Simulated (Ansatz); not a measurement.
# TiAl: the cost of one run

Computed with Ansatz 0.2.0 (DFT PBE, scalar-relativistic, plane waves, PAW, unless a step's input says otherwise).

### Step 1. The structure to begin with

Symmetry: P4/mmm, No. 123, tetragonal system. The conventional cell has a = 2.811 Å, b = 2.811 Å, c = 4.066 Å, α = 90.00°, β = 90.00°, γ = 90.00°. Ti (site symmetry 4/mmm) has 4 Ti at 2.81 Å and 8 Al at 2.84 Å as nearest neighbours. Al (site symmetry 4/mmm) has 4 Al at 2.81 Å and 8 Ti at 2.84 Å as nearest neighbours.

Coordinates:

```
Ti Al
1.0
     2.81075    0.00000    0.00000
     0.00000    2.81075    0.00000
     0.00000    0.00000    4.06642
Ti Al
1 1
Cartesian
  1.4054 1.4054 2.0332
  0.0000 0.0000 0.0000
```

The structure comes from the Materials Project (structure only).

(A quick probe on a coarse mesh, which set the mesh and smearing, is not shown.)

### Step 3. Relaxing cell and atoms

Input file input.yaml:

```yaml
crystal:
  lattice:
    - [2.81075181, 0.0, 0.0]
    - [0.0, 2.81075181, 0.0]
    - [0.0, 0.0, 4.06642192]
  atoms:
    - { symbol: Ti, position: [0.5, 0.5, 0.5] }
    - { symbol: Al, position: [0.0, 0.0, 0.0] }
basis:
  ecutwfc: 420
kpoints:
  mp_grid: { grid: [14, 14, 10] }
hamiltonian:
  xc: pbe
scf:
  occupations: { method: gaussian, width: 0.1 }
output:
  forces: true
  stress: true
  eigenvalues: true
relax:
  adjacent_minimum: "off"
  f_tol: 0.005
  max_steps: 80
  cell: { stress_tol: 0.05 }
```

Run with:

```
> ansatz run input.yaml --threads 4 --pin off --max-ram 10240MiB --backend cpu --events-out ev --progress --plain --runs-dir out
```

**Question.** How long does this run take on 4 threads of Intel Xeon at 2.50GHz (Skylake/Cascade Lake), shared host, and how much memory does it need?

About 14 s, with a peak of 0.44 GiB.
